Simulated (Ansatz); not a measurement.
# What a trial cell of W relaxes into

These are results of DFT PBE, scalar-relativistic, plane waves, PAW (Ansatz), not measurements.

W was placed on the diamond structure type (Fd-3m, No. 227), at a guessed volume.

The final relaxation ran on this input, with the default PAW datasets:

```yaml
crystal:
  lattice:
    - [0.0, 2.912724283, 2.912724283]
    - [2.912724283, 0.0, 2.912724283]
    - [2.912724283, 2.912724283, 0.0]
  atoms:
    - { symbol: W, position: [0.0, 0.0, 0.0] }
    - { symbol: W, position: [0.25, 0.25, 0.25] }
basis:
  ecutwfc: 420
kpoints:
  mp_grid: { grid: [16, 16, 16] }
hamiltonian:
  xc: pbe
scf:
  occupations: { method: gaussian, width: 0.1 }
output:
  forces: true
  stress: true
  eigenvalues: true
relax:
  adjacent_minimum: "off"
  f_tol: 0.01
  max_steps: 80
  cell: { stress_tol: 0.05 }
```

It can be run as:

```bash
ansatz run input.yaml --threads 1 --pin off --backend cpu --events-out ev --progress --plain --runs-dir out  # memory cap (--max-ram) not shown
```

End of the output:

```
SCF converged after 7 iterations
Free energy (F): -20764.344232 eV
Harris-Foulkes:  -20764.344232 eV  (|F-HF|=7.28e-12)
Internal energy: -20764.328084 eV  (E = F + TS)
E sigma→0 (E₀):  -20764.336158 eV
Entropy (-TS):   -0.016148 eV (-8.074 meV/atom)
Fermi energy:    12.402557 eV
--- Per-component energies (eV) ---
  E_band       = -412.961477
  E_kinetic    = 892.549254
  E_local      = -2215.687655  (includes V_loc(G=0)·N_el)
  E_nonlocal   = 10.788474
  E_hartree    = 809.840808
  E_xc         = -527.626357
  E_vxc        = -469.499722  (∫ρ·V_xc dr)
  E_paw        = -17126.365131  (= ΣΔE_a)
  E_vpaw       = -250.793324  (= ΣTr[D̂ρ^β])
  E_aug_tail   = -0.000120  (compensation charges beyond the density's cutoff)
  E_ewald      = -2607.827357
  E_smearing   = -0.016148  (= −TS)
  E_closure    = 0.000000  (closes the sum)
  Σ components = -20764.344232   (vs F -20764.344232, Δ=0.00e0)
--- Forces (eV/Å), atoms counted from 1 ---
  atom   1  W      0.00000000     0.00000000     0.00000000
  atom   2  W      0.00000000     0.00000000     0.00000000
  max |Σ_I F_I| component: 1.48e-16 eV/Å
--- Stress (GPa, compression-positive) ---
       -0.000806       0.000000       0.000000
        0.000000      -0.000806       0.000000
        0.000000       0.000000      -0.000806
  P = ⅓ Tr σ = -0.0008 GPa (-0.008 kbar)
--- Relaxed structure (3 steps of the walk, 3 accepted, 1 SCFs on fresh bases) ---
  F+E_penalty+E_count = -20764.34423238 eV   max|allowed force component| = 3.146e-16 eV/Å   (the final SCF, on the basis selected at the relaxed cell)
  cell:  # Å, volume = 49.5358 Å³
    - [0.000000, 2.914941, 2.914941]
    - [2.914941, 0.000000, 2.914941]
    - [2.914941, 2.914941, 0.000000]
  atoms:
    - { symbol: W, position: [0.000000, 0.000000, 0.000000] }
    - { symbol: W, position: [0.250000, 0.250000, 0.250000] }
```

Total energies depend on the potentials used, so only differences within one code and one set of settings carry meaning.

The result has space group Fd-3m (No. 227). W has 4 W at 2.52 Å.

It lies 2.66 eV/atom above the element's standard state at the same level.

The k mesh leaves about 4 meV/atom of noise in metals. Spin–orbit coupling is left out.

Symmetry constrained the relaxation, so the result can be a saddle point.